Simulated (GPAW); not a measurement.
Crystal: NaCl.

```xyz
2
Lattice="0.0000 2.7941 2.7941 2.7941 0.0000 2.7941 2.7941 2.7941 0.0000" Properties=species:S:1:pos:R:3 pbc="T T T"
Cl    2.7941    2.7941    2.7941
Na    0.0000    0.0000    0.0000
```

The cell is a database's computed one.

Base run:

| Item | Value |
| --- | --- |
| Program | GPAW 26.7.0 |
| Functional | PBEsol |
| Potentials or basis | PAW data sets generated in the run's folder for this functional |
| Cutoff | 800 eV |
| Basis | pw |
| k mesh | 8 × 8 × 8 |
| Occupations | fermi-dirac, width 0.05 eV |
| Spin | no spin polarisation |

Its results: band gap on the k mesh 5.04 eV, direct.

**Question.** After a change of settings the same cell gave: band gap on the k mesh 8.27 eV, direct. Which change was it?
A. functional from PBEsol to PBEint; k mesh from 8 × 8 × 8 to 7 × 7 × 7
B. functional from PBEsol to TB-mBJ; potentials or basis from PAW data sets generated in the run's folder for this functional to GPAW PAW data sets for LDA (gpaw-data 1.2.1)
C. functional from PBEsol to OLYP; k mesh from 8 × 8 × 8 to 7 × 7 × 7
D. functional from PBEsol to BLYP; k mesh from 8 × 8 × 8 to 7 × 7 × 7

**Answer.** B.

Caveats: a model potential gives levels but no total energy (some runs).

Not every run made on this cell is shown here.
